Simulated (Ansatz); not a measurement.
Al: single point with PBE

Crystal: Al.

```
Al
1.0
     0.00000    2.02481    2.02481
     2.02481    0.00000    2.02481
     2.02481    2.02481    0.00000
Al
1
Direct
  0.00000 0.00000 0.00000
```

| Property | Result |
| --- | --- |
| Program | Ansatz 0.2.0 |
| Task | single point |
| Functional | PBE |
| Potentials or basis | Ansatz PAW |
| Cutoff | 420 eV (not typed: the program's choice for these potentials) |
| k mesh | 11 × 11 × 11 |
| Occupations | gaussian, width 0.026 eV |
| Spin | no spin polarisation |

The pressure is -0.5 GPa. The band gap on the k mesh is none (metal or under the smearing width).

Levels at points of the mesh, in eV from the Fermi level:
| k point | band 1 | band 2 | band 3 | band 4 |
| --- | --- | --- | --- | --- |
| (0.00, 0.00, 0.00) | -11.10 | 12.47 | 12.47 | 12.47 |

It took 0.21 s on 2 threads of Intel(R) Xeon(R) 6975P-C (Granite Rapids) (shared host), peak memory 0.28 GiB.
